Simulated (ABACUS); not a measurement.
Wanted: an ASE script for an ABACUS 3.10.1 run.

| Property | Result |
| --- | --- |
| Task | single point |
| Functional | revPBE |
| Potentials or basis | PseudoDojo NC SR 0.4.1 PBE standard |
| Cutoff | 966 eV |
| Density cutoff | 3864 eV |
| Basis | plane waves |
| k mesh | 6 × 6 × 6 |
| Occupations | fermi-dirac, width 0.05 eV |
| Spin | no spin polarisation |
| Radial cutoff of the potentials (pseudo_rcut) | 10 bohr |
| SCF threshold on the density | 1e-08 |
| Max SCF steps | 100 |
| Eigensolver | dav |
| Mixing | broyden |
| Mixing share | 0.7 |
| Symmetry key | 1 |
| Bands | 19 |

The structure of InP lies in InP.cif:

```cif
data_InP
_cell_length_a 5.86100000
_cell_length_b 5.86100000
_cell_length_c 5.86100000
_cell_angle_alpha 90.00000000
_cell_angle_beta 90.00000000
_cell_angle_gamma 90.00000000
_space_group_name_H-M_alt 'F-43m'
_space_group_name_Hall 'F -4 2 3'
_space_group_IT_number 216
loop_
_space_group_symop_operation_xyz
'x,y,z'
'y,-x,-z'
'-x,-y,z'
'-y,x,-z'
'x,-y,-z'
'y,x,z'
'-x,y,-z'
'-y,-x,z'
'z,x,y'
'-z,y,-x'
'z,-x,-y'
'-z,-y,x'
'-z,x,-y'
'z,y,x'
'-z,-x,y'
'z,-y,-x'
'y,z,x'
'-x,-z,y'
'-y,z,-x'
'x,-z,-y'
'-y,-z,x'
'x,z,y'
'y,-z,-x'
'-x,z,-y'
'x,y+1/2,z+1/2'
'y,-x+1/2,-z+1/2'
'-x,-y+1/2,z+1/2'
'-y,x+1/2,-z+1/2'
'x,-y+1/2,-z+1/2'
'y,x+1/2,z+1/2'
'-x,y+1/2,-z+1/2'
'-y,-x+1/2,z+1/2'
'z,x+1/2,y+1/2'
'-z,y+1/2,-x+1/2'
'z,-x+1/2,-y+1/2'
'-z,-y+1/2,x+1/2'
'-z,x+1/2,-y+1/2'
'z,y+1/2,x+1/2'
'-z,-x+1/2,y+1/2'
'z,-y+1/2,-x+1/2'
'y,z+1/2,x+1/2'
'-x,-z+1/2,y+1/2'
'-y,z+1/2,-x+1/2'
'x,-z+1/2,-y+1/2'
'-y,-z+1/2,x+1/2'
'x,z+1/2,y+1/2'
'y,-z+1/2,-x+1/2'
'-x,z+1/2,-y+1/2'
'x+1/2,y,z+1/2'
'y+1/2,-x,-z+1/2'
'-x+1/2,-y,z+1/2'
'-y+1/2,x,-z+1/2'
'x+1/2,-y,-z+1/2'
'y+1/2,x,z+1/2'
'-x+1/2,y,-z+1/2'
'-y+1/2,-x,z+1/2'
'z+1/2,x,y+1/2'
'-z+1/2,y,-x+1/2'
'z+1/2,-x,-y+1/2'
'-z+1/2,-y,x+1/2'
'-z+1/2,x,-y+1/2'
'z+1/2,y,x+1/2'
'-z+1/2,-x,y+1/2'
'z+1/2,-y,-x+1/2'
'y+1/2,z,x+1/2'
'-x+1/2,-z,y+1/2'
'-y+1/2,z,-x+1/2'
'x+1/2,-z,-y+1/2'
'-y+1/2,-z,x+1/2'
'x+1/2,z,y+1/2'
'y+1/2,-z,-x+1/2'
'-x+1/2,z,-y+1/2'
'x+1/2,y+1/2,z'
'y+1/2,-x+1/2,-z'
'-x+1/2,-y+1/2,z'
'-y+1/2,x+1/2,-z'
'x+1/2,-y+1/2,-z'
'y+1/2,x+1/2,z'
'-x+1/2,y+1/2,-z'
'-y+1/2,-x+1/2,z'
'z+1/2,x+1/2,y'
'-z+1/2,y+1/2,-x'
'z+1/2,-x+1/2,-y'
'-z+1/2,-y+1/2,x'
'-z+1/2,x+1/2,-y'
'z+1/2,y+1/2,x'
'-z+1/2,-x+1/2,y'
'z+1/2,-y+1/2,-x'
'y+1/2,z+1/2,x'
'-x+1/2,-z+1/2,y'
'-y+1/2,z+1/2,-x'
'x+1/2,-z+1/2,-y'
'-y+1/2,-z+1/2,x'
'x+1/2,z+1/2,y'
'y+1/2,-z+1/2,-x'
'-x+1/2,z+1/2,-y'
loop_
_atom_site_label
_atom_site_type_symbol
_atom_site_symmetry_multiplicity
_atom_site_Wyckoff_symbol
_atom_site_fract_x
_atom_site_fract_y
_atom_site_fract_z
_atom_site_occupancy
In1 In 4 a 0.0000000000 0.0000000000 0.0000000000 1
P1 P 4 c 0.2500000000 0.2500000000 0.2500000000 1
```

The input as run:

run_abacus.py

```python
"""ABACUS run from a structure file: ASE reads it, the script writes STRU, KPT and INPUT."""
import re
import subprocess
import spglib
from ase import Atoms
from ase.io import read
from ase.units import Bohr

atoms = read("InP.cif")
cell, frac, numbers = spglib.standardize_cell((atoms.cell[:], atoms.get_scaled_positions(), atoms.numbers), to_primitive=True, symprec=1e-4)
atoms = Atoms(numbers=numbers, cell=cell, scaled_positions=frac, pbc=True)  # the primitive cell
atoms = atoms[(-atoms.numbers).argsort(kind="stable")]  # ABACUS lists atoms element by element
pseudo = {'In': 'In.upf', 'P': 'P.upf'}
orbital = {}
magmoms = None
kmesh = [6, 6, 6]
params = {
    'suffix': 'InP',
    'calculation': 'scf',
    'basis_type': 'pw',
    'pseudo_dir': './',
    'symmetry': 1,
    'dft_functional': 'revpbe',
    'ecutwfc': 71,
    'pseudo_rcut': 10,
    'nspin': 1,
    'nbands': 19,
    'ks_solver': 'dav',
    'smearing_method': 'fd',
    'smearing_sigma': 0.00367493,
    'scf_thr': 1e-08,
    'scf_nmax': 100,
    'mixing_type': 'broyden',
    'mixing_beta': 0.7,
    'cal_force': 1,
    'cal_stress': 1,
    'out_chg': 1,
    'kpar': 4,
}

symbols = atoms.get_chemical_symbols()
elements = list(dict.fromkeys(symbols))
lines = ["ATOMIC_SPECIES"] + [f"{e} {atoms.get_masses()[symbols.index(e)]:.4f} {pseudo[e]}" for e in elements]
if orbital:
    lines += ["", "NUMERICAL_ORBITAL"] + [orbital[e] for e in elements]
lines += ["", "LATTICE_CONSTANT", f"{1 / Bohr:.10f}", "", "LATTICE_VECTORS"]
lines += [" ".join(f"{x:.10f}" for x in v) for v in atoms.cell]
lines += ["", "ATOMIC_POSITIONS", "Direct"]
for e in elements:
    lines += ["", e, "0.0", str(symbols.count(e))]
    for i, p in enumerate(atoms.get_scaled_positions(wrap=False)):
        if symbols[i] == e:
            mag = "" if magmoms is None else " mag " + " ".join(str(x) for x in (magmoms[i] if isinstance(magmoms[i], list) else [magmoms[i]]))
            lines.append(" ".join(f"{x:.10f}" for x in p) + " 1 1 1" + mag)
open("STRU", "w").write("\n".join(lines) + "\n")
open("KPT", "w").write("K_POINTS\n0\nGamma\n%d %d %d 0 0 0\n" % tuple(kmesh))
open("INPUT", "w").write("INPUT_PARAMETERS\n" + "".join(f"{k:<20s}{v}\n" for k, v in params.items()))

done = subprocess.run(['mpirun', '-np', '4', 'abacus'])
if done.returncode:
    raise SystemExit(done.returncode)
log = open("OUT.InP/running_scf.log").read()
print("final energy (eV):", re.findall(r"FINAL_ETOT_IS (\S+)", log))
```

Potentials or basis: PseudoDojo NC SR 0.4.1 PBE standard, plane waves.

Launch:

```sh
$ OMP_NUM_THREADS=1 python run_abacus.py > log
```

It gave:

```
Pressure               : 4.6 GPa
Band gap on the k mesh : 0.80 eV, direct
```

Caveat: the potentials were made for another functional, which shifts forces and pressure; spin-orbit coupling is left out, which moves the levels of the heavy elements.

Wall time 9.3 s on 4 MPI ranks on Intel(R) Xeon(R) Platinum 8259CL CPU @ 2.50GHz (Skylake/Cascade Lake) (shared host), peak memory 0.36 GiB a rank.
